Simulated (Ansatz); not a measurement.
Theory: DFT PBE, scalar-relativistic, plane waves, PAW (Ansatz). Settings: cutoff 420 eV, Γ-centred meshes spaced at most about 0.3 Å⁻¹, and about 0.25 Å⁻¹ or finer for metals (2π included), Gaussian smearing. No spin polarisation.

Temperature and zero-point effects are left out.

Question: Order these relaxed structures of Si4O by energy, lowest first, with the energy over the lowest of them.
A.

Space group I4/mmm (No. 139). a = 4.003 Å, b = 4.003 Å, c = 9.433 Å, α = 90.00°, β = 90.00°, γ = 90.00°
```json
{"atom": "Si", "site": "4e", "symmetry": "4mm", "x": "0.5000", "y": "0.5000", "z": "0.1573"}
{"atom": "Si", "site": "4c", "symmetry": "mmm.", "x": "0.0000", "y": "0.5000", "z": "0.0000"}
{"atom": "O", "site": "2a", "symmetry": "4/mmm", "x": "0.0000", "y": "0.0000", "z": "0.0000"}
```

B.

Space group Pm-3m (No. 221). a = 4.175 Å, b = 4.175 Å, c = 4.175 Å, α = 90.00°, β = 90.00°, γ = 90.00°
```json
{"atom": "Si", "site": "1a", "symmetry": "m-3m", "x": "0.0000", "y": "0.0000", "z": "0.0000"}
{"atom": "Si", "site": "3c", "symmetry": "4/mm.m", "x": "0.5000", "y": "0.5000", "z": "0.0000"}
{"atom": "O", "site": "1b", "symmetry": "m-3m", "x": "0.5000", "y": "0.5000", "z": "0.5000"}
```

Answer: A (0 meV/atom), B (336 meV/atom). Counting Si atoms around O (those within 1.25 times the shortest such distance or 1.15 times the sum of covalent radii, 1.27 where that leaves under three): A has O 4; B has O 6. A holds Si–Si nets (shortest 2.49 Å); in B the shortest Si–Si distance is 2.95 Å. Both come from invented guesses.

Weakly bound directions are ill-defined at this level, which has no dispersion term (I4/mmm), and this can change margins and order among such cells. Cells relaxed within their symmetry can be saddle points. Some types were kept out of the candidates beforehand, so the set may lack a known form.
